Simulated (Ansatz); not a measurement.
# BeC2: the cost of one run

Computed with Ansatz 0.2.0 (DFT PBE, scalar-relativistic, plane waves, PAW, unless a step's input says otherwise).

1 further run of the same task is left out (set aside as unsound or not needed).

## 1. The system as given

It takes space group R-3m (No. 166, trigonal). The conventional cell has a = 3.873 Å, b = 3.873 Å, c = 11.848 Å, α = 90.00°, β = 90.00°, γ = 120.00°. Ca (site symmetry -3m) has 6 C at 2.61 Å as nearest neighbours. C (site symmetry 3m) has 1 C at 1.25 Å as nearest neighbours.

Coordinates:

```
Ca C
1.0
     1.93646    1.11802    3.94940
    -1.93646    1.11802    3.94940
     0.00000   -2.23604    3.94940
Ca C
1 2
Direct
  0.00000 0.00000 0.00000
  0.55292 0.55292 0.55292
  0.44708 0.44708 0.44708
```

It goes back to an entry of the Materials Project, which need not be the stable form.

It is the result of an earlier relaxation at this level (volume 17.10 Å³/atom; gap on the mesh: 2.80 eV).

## 2. Ca → Be: the starting cell

The start of BeC2: fractional positions of relaxed CaC2, cell scaled by 0.838, a guess from tabulated radii.

## 3. Quick check of gap, pressure and forces (BeC2)

input.yaml reads:

```yaml
crystal:
  lattice:
    - [1.6222863126, 0.9366274393, 3.3086375127]
    - [-1.6222863126, 0.9366274393, 3.3086375127]
    - [0.0, -1.8732548785, 3.3086375127]
  atoms:
    - { symbol: Be, position: [0.0, 0.0, 0.0] }
    - { symbol: C, position: [0.5529160176, 0.5529160176, 0.5529160176] }
    - { symbol: C, position: [0.4470839824, 0.4470839824, 0.4470839824] }
basis:
  ecutwfc: 420
kpoints:
  mp_grid: { grid: [6, 6, 6] }
hamiltonian:
  xc: pbe
scf:
  occupations: { method: gaussian, width: 0.1 }
output:
  forces: true
  stress: true
  eigenvalues: true
```

Run with:

```
ansatz run input.yaml --threads 1 --pin off --max-ram 1331MiB --backend cpu --events-out ev --progress --plain --runs-dir out
```

**Question.** How long does this run take on 1 thread of an x86-64 CPU, shared host, and how much memory does it need?

About 1.2 s, with a peak of 0.29 GiB.
